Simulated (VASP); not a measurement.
# SnTe (F-43m) in VASP: a series of runs

Runs on SnTe. Level: PBE. Tasks: G0W0 quasiparticle levels.

Everything below comes from runs of VASP 6.6.1. Logs are shortened: lines on timing, memory, paths and dates and some standing lists are left out, and cuts for length are marked.

## Step 1: Starting point

Symmetry: F-43m, No. 216, cubic system. The conventional cell has a = 7.222 Å, b = 7.222 Å, c = 7.222 Å, α = 90.00°, β = 90.00°, γ = 90.00°. Te (site symmetry -43m) has 4 Sn at 3.13 Å as nearest neighbours. Sn (site symmetry -43m) is surrounded by 4 Te at 3.13 Å.

Measurements of this composition are mostly on another form, of space group No. 225.

## Step 2: G0W0 quasiparticle levels, PBE

File POSCAR:

```
SnTe
1.0
    0.0000000000      3.6111460000      3.6111460000
    3.6111460000      0.0000000000      3.6111460000
    3.6111460000      3.6111460000      0.0000000000
Te Sn
1 1
Direct
    0.2500000000      0.2500000000      0.2500000000
    0.0000000000      0.0000000000      0.0000000000
```

File INCAR.step1:

```
PREC = Accurate
ENCUT = 450
EDIFF = 1E-8
ISMEAR = 0
SIGMA = 0.01
LREAL = F
LASPH = T
NELM = 80
ALGO = Normal
LWAVE = T
LCHARG = F
GGA = PE
```

File INCAR.step2:

```
PREC = Accurate
ENCUT = 450
EDIFF = 1E-8
ISMEAR = 0
SIGMA = 0.01
LREAL = F
LASPH = T
NELM = 1
ALGO = Exact
LWAVE = T
LCHARG = F
GGA = PE
NBANDS = 123
LOPTICS = T
ISTART = 1
```

File INCAR.step3:

```
PREC = Accurate
ENCUT = 450
EDIFF = 1E-8
ISMEAR = 0
SIGMA = 0.01
LREAL = F
LASPH = T
ALGO = EVGW0
LWAVE = F
LCHARG = F
GGA = PE
NELMGW = 1
NBANDS = 123
ENCUTGW = 150
NOMEGA = 12
PRECFOCK = Fast
ISTART = 1
NBANDSGW = 18
```

File KPOINTS:

```
Automatic mesh
0
Gamma
  2 2 2
```

Potentials or basis: VASP PAW PBE potentials, release 64 (Te_GW, Sn_d_GW).

Started as:

```bash
$ cat potpaw_PBE.64/Te_GW/POTCAR potpaw_PBE.64/Sn_d_GW/POTCAR > POTCAR
$ cp INCAR.step1 INCAR
$ mpirun -np 1 vasp_std > vasp.out
$ cp INCAR.step2 INCAR
$ mpirun -np 1 vasp_std > vasp.out
$ cp INCAR.step3 INCAR
$ mpirun -np 1 vasp_std > vasp.out
```

OUTCAR:

```text
PREC = Accurate
   ENCUT = 450
   EDIFF = 1E-8
   ISMEAR = 0
   LREAL = F
   LASPH = T
   GGA = PE
   NELMGW = 1
   ENCUTGW = 150
   PRECFOCK = Fast
   ISTART = 1

 Found      3 irreducible k-points:

 Following reciprocal coordinates:
            Coordinates               Weight
  0.000000  0.000000  0.000000      1.000000
  0.500000  0.000000  0.000000      4.000000
  0.500000  0.500000  0.000000      3.000000
   k-points           NKPTS =      3   k-points in BZ     NKDIM =      8   number of bands    NBANDS=    123
   number of dos      NEDOS =    301   number of ions     NIONS =      2
   total plane-waves  NPLWV =  46656
   dimension x,y,z NGX =    36 NGY =   36 NGZ =   36
   dimension x,y,z NGXF=    72 NGYF=   72 NGZF=   72
   ions per type =               1   1
   NGX,Y,Z   is equivalent  to a cutoff of  11.72, 11.72, 11.72 a.u.
   NGXF,Y,Z  is equivalent  to a cutoff of  23.44, 23.44, 23.44 a.u.
 SYSTEM =  unknown system
   PREC   = accura    normal or accurate (medium, high low for compatibility)
   ISTART =      1    job   : 0-new  1-cont  2-samecut
   ICHARG =      0    charge: 1-file 2-atom 10-const
   ISPIN  =      1    spin polarized calculation?
   LNONCOLLINEAR =      F non collinear calculations
   LSORBIT =      F    spin-orbit coupling
   LASPH  =      T    aspherical Exc in radial PAW
   ENCUT  =  450.0 eV  33.07 Ry    5.75 a.u.   8.83  8.83  8.83*2*pi/ulx,y,z
   NELM   =     60;   NELMIN=  2; NELMDL=  0     # of ELM steps
   EDIFF  = 0.1E-07   stopping-criterion for ELM
   LREAL  =      F    real-space projection
   EDIFFG = 0.1E-06   stopping-criterion for IOM
   NSW    =      0    number of steps for IOM
   IBRION =     -1    ionic relax: 0-MD 1-quasi-New 2-CG
   NFREE  =      0    steps in history (QN), initial steepest desc. (CG)
   ISIF   =      0    stress and relaxation
   ISYM   =      3    0-nonsym 1-usesym 2-fastsym
   POTIM  = 0.5000    time-step for ionic-motion
   TEBEG  =    0.0;   TEEND  =   0.0 temperature during run
   PSTRESS=    0.0 pullay stress
   NELECT =      20.0000    total number of electrons
   NUPDOWN=      -1.0000    fix difference up-down
   EMIN   =  10.00;   EMAX   =-10.00  energy-range for DOS
   EFERMI =   0.00;   METHOD = LEGACY
   ISMEAR =     0;   SIGMA  =   0.01  broadening in eV -4-tet -1-fermi 0-gaus
   EFERMI_NEDOS =   21; number of points for ismear=-14 and -15
   IALGO  =     38    algorithm
   IMIX   =      4    mixing-type and parameters
     AMIX     =   0.40;   BMIX     =  1.00
     AMIX_MAG =   1.60;   BMIX_MAG =  1.00
  volume/ion in A,a.u.               =      47.09       317.78
  Fermi-wavevector in a.u.,A,eV,Ry     =   0.976704  1.845704 12.979296  0.953951
  Thomas-Fermi vector in A             =   2.107344
   LORBIT       =      0    0 simple, 1 ext, 2 COOP (PROOUT), +10 PAW based schemes
   GGA     = PE    functional components
   LHFCALC =     T    Hartree Fock is set to
   PRECFOCK=fast      Normal, Fast or Accurate (Low or Medium for compatibility)
   ENCUT4O =  -1.0   cutoff for four orbital integrals eV
   NKREDX  =     1    reduce k-point grid by
   NKREDY  =     1    reduce k-point grid by
   NKREDZ  =     1    reduce k-point grid by
   AEXX    =    1.0000 exact exchange contribution
   HFSCREEN=    0.0000 screening length (either q_TF or 0.3 A-1)
   HFSCREENC=   0.0000 screening length for correlation (either q_TF or 0.3 A-1)
   ENCUTFOCK=  -1.0 apply spherical cutoff to Coloumb kernel
   IVDW    =     0    specifies the selected vdW correction
   LEPSILON=     F    determine dielectric tensor
   LRPA    =     F    only Hartree local field effects (RPA)
   LRPAFORCE           =     F    calculate RPA forces
   ENCUTGW             = 150.0    cutoff for response function in eV
   ENCUTGWSOFT         = 120.0    soft cutoff for Coulomb kernel in GW response function in eV
   ENCUTLF             =  -1.0    cutoff for local field effects
   NELMGW              =     1    number of iterations in solving QP/BSE equation
   NELMHF              =     1    number of iterations in the inner HF iteration
   NKREDLFX            =     1    NKREDLFY  =   1   NKREDLFZ  =   1
 non-spin polarized calculation
 Gauss-broadening in eV      SIGMA  =   0.01
  energy-cutoff  :      450.00
  volume of cell :       94.18
 maximum number of plane-waves:      2085
 NGX is ok and might be reduce to    36
  NGX = 20; NGY = 20; NGZ = 20
   NGX = 17   NGY = 17   NGZ = 17
 maximum number of plane-waves:       411

 QP shifts <psi_nk| G(iteration)W_0 |psi_nk>: iteration 1
 for sc-GW calculations column KS-energies equals QP-energies in previous step
 and V_xc(KS)=  KS-energies - (<T + V_ion + V_H > + <T+V_H+V_ion>^1  + <V_x>^1)

 k-point   1 :       0.0000    0.0000    0.0000
  band No.  KS-energies  QP-energies   sigma(KS)   V_xc(KS)     V^pw_x(r,r')   Z            occupation Imag(sigma)

      1     -19.3912     -21.8919     -21.3782     -17.5160     -27.0917       0.6475       2.0000       1.2156
      2     -19.3912     -21.8919     -21.3782     -17.5160     -27.0917       0.6475       2.0000       1.2156
      3     -19.3912     -21.8919     -21.3782     -17.5160     -27.0917       0.6475       2.0000       1.2156
      4     -19.3830     -21.8684     -21.3592     -17.5180     -27.0742       0.6470       2.0000       1.1950
      5     -19.3830     -21.8684     -21.3592     -17.5180     -27.0742       0.6470       2.0000       1.1950
      6      -9.0511      -9.2556     -11.1321     -10.7924     -17.0021       0.6019       2.0000       0.2820
[... 10 lines left out ...]
     17      10.0964      10.0757      -6.0469      -6.0194      -1.7165       0.7541       0.0000      -0.7033
     18      10.0964      10.0757      -6.0469      -6.0194      -1.7165       0.7541       0.0000      -0.7033

 k-point   2 :       0.5000    0.0000    0.0000
  band No.  KS-energies  QP-energies   sigma(KS)   V_xc(KS)     V^pw_x(r,r')   Z            occupation Imag(sigma)

      1     -19.3924     -21.8888     -21.3668     -17.5135     -27.0867       0.6479       2.0000       1.2109
      2     -19.3899     -21.8888     -21.3770     -17.5180     -27.0897       0.6475       2.0000       1.2129
      3     -19.3899     -21.8888     -21.3770     -17.5180     -27.0897       0.6475       2.0000       1.2129
      4     -19.3828     -21.8682     -21.3608     -17.5186     -27.0746       0.6469       2.0000       1.1933
      5     -19.3828     -21.8682     -21.3608     -17.5186     -27.0746       0.6469       2.0000       1.1933
      6      -8.5104      -8.8000     -11.5613     -11.0867     -16.9979       0.6104       2.0000       0.0599
[... 10 lines left out ...]
     17       9.3938       9.5591      -7.3198      -7.5447      -2.9196       0.7350       0.0000      -0.6983
     18      10.6741      10.8774      -7.6466      -7.9248      -3.0765       0.7306       0.0000      -0.7568

 k-point   3 :       0.5000    0.5000    0.0000
  band No.  KS-energies  QP-energies   sigma(KS)   V_xc(KS)     V^pw_x(r,r')   Z            occupation Imag(sigma)

      1     -19.3944     -21.8895     -21.3592     -17.5097     -27.0826       0.6482       2.0000       1.2177
      2     -19.3884     -21.8864     -21.3790     -17.5209     -27.0914       0.6475       2.0000       1.2084
      3     -19.3884     -21.8864     -21.3790     -17.5209     -27.0914       0.6475       2.0000       1.2084
      4     -19.3830     -21.8676     -21.3594     -17.5179     -27.0735       0.6468       2.0000       1.1948
      5     -19.3830     -21.8676     -21.3594     -17.5179     -27.0735       0.6468       2.0000       1.1948
      6      -8.2902      -8.6178     -11.7443     -11.2166     -17.0086       0.6209       2.0000      -0.0335
[... 10 lines left out ...]
     17      10.7115      10.8931      -7.6428      -7.8897      -3.1825       0.7354       0.0000      -0.6673
     18      11.0314      11.2328      -7.6081      -7.8913      -2.9037       0.7111       0.0000      -0.8297

 QP shifts <psi_nk| G(iteration)W_0 |psi_nk>: iteration 2

 k-point   1 :       0.0000    0.0000    0.0000
  band No. old QP-enery  QP-energies   sigma(KS)   T+V_ion+V_H  V^pw_x(r,r')   Z            occupation Imag(sigma)

      1     -21.8919     -22.7489     -21.3398      -1.8752     -27.0917       0.6477       2.0000       1.2540
      2     -21.8919     -22.7489     -21.3398      -1.8752     -27.0917       0.6477       2.0000       1.2540
      3     -21.8919     -22.7489     -21.3398      -1.8752     -27.0917       0.6477       2.0000       1.2540
      4     -21.8684     -22.7216     -21.3211      -1.8650     -27.0742       0.6475       2.0000       1.2344
      5     -21.8684     -22.7216     -21.3211      -1.8650     -27.0742       0.6475       2.0000       1.2344
      6      -9.2556      -9.4116     -11.2573       1.7413     -17.0021       0.5994       2.0000       0.1530
[... 10 lines left out ...]
     17      10.0757      10.0797      -6.0348      16.1159      -1.7165       0.7538       0.0000      -0.6894
     18      10.0757      10.0797      -6.0348      16.1159      -1.7165       0.7538       0.0000      -0.6894
[... 26 lines left out ...]
      1     -21.8895     -22.7473     -21.3273      -1.8847     -27.0826       0.6487       2.0000       1.2588
      2     -21.8864     -22.7432     -21.3414      -1.8675     -27.0914       0.6479       2.0000       1.2476
      3     -21.8864     -22.7432     -21.3414      -1.8675     -27.0914       0.6479       2.0000       1.2476
      4     -21.8676     -22.7209     -21.3206      -1.8650     -27.0735       0.6474       2.0000       1.2340
      5     -21.8676     -22.7209     -21.3206      -1.8650     -27.0735       0.6474       2.0000       1.2340
      6      -8.6178      -8.7741     -11.7942       2.9265     -17.0086       0.6253       2.0000      -0.0939
[... 10 lines left out ...]
     17      10.8931      10.9396      -7.6451      18.6012      -3.1825       0.7376       0.0000      -0.6552
     18      11.2328      11.2655      -7.6440      18.9227      -2.9037       0.7129       0.0000      -0.8127

 QP shifts <psi_nk| G(iteration)W_0 |psi_nk>: iteration 3

 k-point   1 :       0.0000    0.0000    0.0000
  band No. old QP-enery  QP-energies   sigma(KS)   T+V_ion+V_H  V^pw_x(r,r')   Z            occupation Imag(sigma)

      1     -22.7489     -23.0428     -21.3274      -1.8752     -27.0917       0.6477       2.0000       1.2664
      2     -22.7489     -23.0428     -21.3274      -1.8752     -27.0917       0.6477       2.0000       1.2664
      3     -22.7489     -23.0428     -21.3274      -1.8752     -27.0917       0.6477       2.0000       1.2664
      4     -22.7216     -23.0144     -21.3088      -1.8650     -27.0742       0.6476       2.0000       1.2474
      5     -22.7216     -23.0144     -21.3088      -1.8650     -27.0742       0.6476       2.0000       1.2474
      6      -9.4116      -9.4763     -11.2609       1.7413     -17.0021       0.5994       2.0000       0.1452
[... 10 lines left out ...]
     17      10.0797      10.0807      -6.0348      16.1159      -1.7165       0.7537       0.0000      -0.6880
     18      10.0797      10.0807      -6.0348      16.1159      -1.7165       0.7537       0.0000      -0.6880
[... 26 lines left out ...]
      1     -22.7473     -23.0414     -21.3160      -1.8847     -27.0826       0.6486       2.0000       1.2720
      2     -22.7432     -23.0369     -21.3291      -1.8675     -27.0914       0.6479       2.0000       1.2605
      3     -22.7432     -23.0369     -21.3291      -1.8675     -27.0914       0.6479       2.0000       1.2605
      4     -22.7209     -23.0138     -21.3081      -1.8650     -27.0735       0.6476       2.0000       1.2470
      5     -22.7209     -23.0138     -21.3081      -1.8650     -27.0735       0.6476       2.0000       1.2470
      6      -8.7741      -8.8349     -11.7975       2.9265     -17.0086       0.6268       2.0000      -0.0985
[... 10 lines left out ...]
     17      10.9396      10.9501      -7.6473      18.6012      -3.1825       0.7366       0.0000      -0.6561
     18      11.2655      11.2701      -7.6507      18.9227      -2.9037       0.7149       0.0000      -0.8068

 QP shifts <psi_nk| G(iteration)W_0 |psi_nk>: iteration 4

 k-point   1 :       0.0000    0.0000    0.0000
  band No. old QP-enery  QP-energies   sigma(KS)   T+V_ion+V_H  V^pw_x(r,r')   Z            occupation Imag(sigma)

      1     -23.0428     -23.1436     -21.3232      -1.8752     -27.0917       0.6477       2.0000       1.2706
      2     -23.0428     -23.1436     -21.3232      -1.8752     -27.0917       0.6477       2.0000       1.2706
      3     -23.0428     -23.1436     -21.3232      -1.8752     -27.0917       0.6477       2.0000       1.2706
      4     -23.0144     -23.1149     -21.3046      -1.8650     -27.0742       0.6476       2.0000       1.2517
      5     -23.0144     -23.1149     -21.3046      -1.8650     -27.0742       0.6476       2.0000       1.2517
      6      -9.4763      -9.4993     -11.2559       1.7413     -17.0021       0.5994       2.0000       0.1481
[... 10 lines left out ...]
     17      10.0807      10.0808      -6.0350      16.1159      -1.7165       0.7536       0.0000      -0.6878
     18      10.0807      10.0808      -6.0350      16.1159      -1.7165       0.7536       0.0000      -0.6878
[... 26 lines left out ...]
      1     -23.0414     -23.1422     -21.3122      -1.8847     -27.0826       0.6486       2.0000       1.2764
      2     -23.0369     -23.1377     -21.3249      -1.8675     -27.0914       0.6479       2.0000       1.2648
      3     -23.0369     -23.1377     -21.3249      -1.8675     -27.0914       0.6479       2.0000       1.2648
      4     -23.0138     -23.1143     -21.3039      -1.8650     -27.0735       0.6476       2.0000       1.2515
      5     -23.0138     -23.1143     -21.3039      -1.8650     -27.0735       0.6476       2.0000       1.2515
      6      -8.8349      -8.8564     -11.7957       2.9265     -17.0086       0.6273       2.0000      -0.0971
[... 10 lines left out ...]
     17      10.9501      10.9524      -7.6479      18.6012      -3.1825       0.7363       0.0000      -0.6566
     18      11.2701      11.2705      -7.6520      18.9227      -2.9037       0.7154       0.0000      -0.8053
```

It took 1.9 min on 1 thread of Intel Xeon Platinum 8259CL at 2.50GHz (Skylake/Cascade Lake), shared host; peak memory 0.64 GiB.

The run converged, but some of its settings lie outside the range that counts as converged, so its numbers aren't taken as properties of the crystal.

What came out:

```yaml
Band_gap_on_the_k_mesh_mean-field_level: 0.81 eV, direct
Quasiparticle_gap: 1.55 eV
```

Caveat: the k mesh is coarse (spacing up to 0.75 Å⁻¹), so the values aren't converged; bands, screening cutoff and mesh are small and nothing is extrapolated, so the quasiparticle values aren't converged; the log holds further tables after the one-shot step; the gap given is that of the first; spin-orbit coupling is left out, which moves the levels of the heavy elements.

(Continued in part 2 of 2.)
